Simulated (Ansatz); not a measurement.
InP3: energy along a strain

InP3, R-3m, a = 7.430 Å, c = 9.838 Å. The structure is a COD entry; whether it is the stable form wasn't checked. Ansatz: PBEsol, PAW, 420 eV, Γ-centred 6×6×6 mesh on 8 atoms, Gaussian smearing 0.15 eV; no spin polarisation. Cell vectors (Å): 3.715 2.145 3.279; -3.715 2.145 3.279; 0.000 -4.290 3.279. The cell is strained by x per cent times the pattern (0 0 1 0 0 0) in the order xx yy zz yz xz xy (engineering shears), with fractional coordinates held. y is the free energy over the start, V0 = 19.598 Å³/atom.

| x (%) | y (meV/atom) |
| --- | --- |
| -6.00 | ? |
| -4.50 | 14.19 |
| -3.00 | 6.20 |
| -1.50 | 1.52 |
| 0.00 | 0.00 |
| 1.50 | 1.55 |
| 3.00 | 6.01 |
| 4.50 | 13.22 |
| 5.25 | 17.79 |
| 6.00 | 22.99 |

Q: Fit y = c1 x + c2 x² + c3 x³ to the other rows, get the stiffness along the pattern, and predict the missing energy.

A: Least squares on the rows shown. y = 0.035950 x + 0.67668 x² − 0.0072780 x³. The clamped-ion stiffness p·C·p = 2 × 6.767 eV × 160.2 / 19.598 Å³ = 111 GPa, which is C33 in these axes; c1 is there for the stress left in the start, which by itself gives a slope of 0.02 meV/atom per %. At x = -6.00 the fit asked for gives 25.72 meV/atom. The run gave 25.71 meV/atom, so the fit is 0.01 meV/atom too high, within the rms miss on the fitted rows (0.02 meV/atom).

Cost: 10 runs of about 1.8 core-minutes in all, on Arm Neoverse V2 (shared hosts).